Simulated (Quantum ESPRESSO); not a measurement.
**Zr: work function with PBE**

Slab: Zr, a slab with vacuum.

```xyz
5
Lattice="3.1891 0.0000 0.0000 -1.5945 2.7618 0.0000 0.0000 0.0000 25.4154" Properties=species:S:1:pos:R:3 pbc="T T T"
Zr    1.5945    0.9206    7.5000
Zr    0.0000    1.8412   10.1038
Zr    0.0000    0.0000   12.7077
Zr    1.5945    0.9206   15.3115
Zr    0.0000    1.8412   17.9154
```

The slab is cut from a database's or a generator's crystal, which needn't be the stable form of the element.

```json
{
 "Program": "Quantum ESPRESSO 7.5",
 "Task": "work function",
 "Functional": "PBE",
 "Potentials or basis": "PseudoDojo 0.4.1 SR PBE standard",
 "Cutoff": "898 eV",
 "Density cutoff": "3592 eV",
 "k mesh": "12 × 12 × 1",
 "Occupations": "fermi-dirac, width 0.05 eV",
 "Spin": "no spin polarisation",
 "Boundary across the vacuum": "none",
 "Mixing mode": "local-TF",
 "Mixing beta": "0.3",
 "Most SCF iterations": "150",
 "SCF threshold": "5e-09 Ry"
}
```

```yaml
Largest_force: 0.446 eV/Å
Band_gap_on_the_k_mesh: none (metal or under the smearing width)
Work_function_of_the_upper_face: 4.28 eV
Work_function_of_the_lower_face: 4.28 eV
```

Forces in eV/Å, atoms in the order of the input:
```
Zr   0.000  0.000  0.370
Zr   0.000  0.000 -0.446
Zr   0.000  0.000  0.000
Zr   0.000  0.000  0.446
Zr   0.000  0.000 -0.370
```

Levels at points of the mesh, in eV from the Fermi level:
```csv
k point,band 28,band 29,band 30,band 31,band 32,band 33
"(0.00, 0.00, 0.00)",0.30,0.44,0.78,0.84,0.84,0.93
"(0.00, -0.50, 0.00)",-1.04,-0.31,0.42,0.66,0.75,0.99
```

Run time: 3 min on 2 MPI ranks on Arm Neoverse V1, with other jobs on the host, peak memory 0.56 GiB a rank.
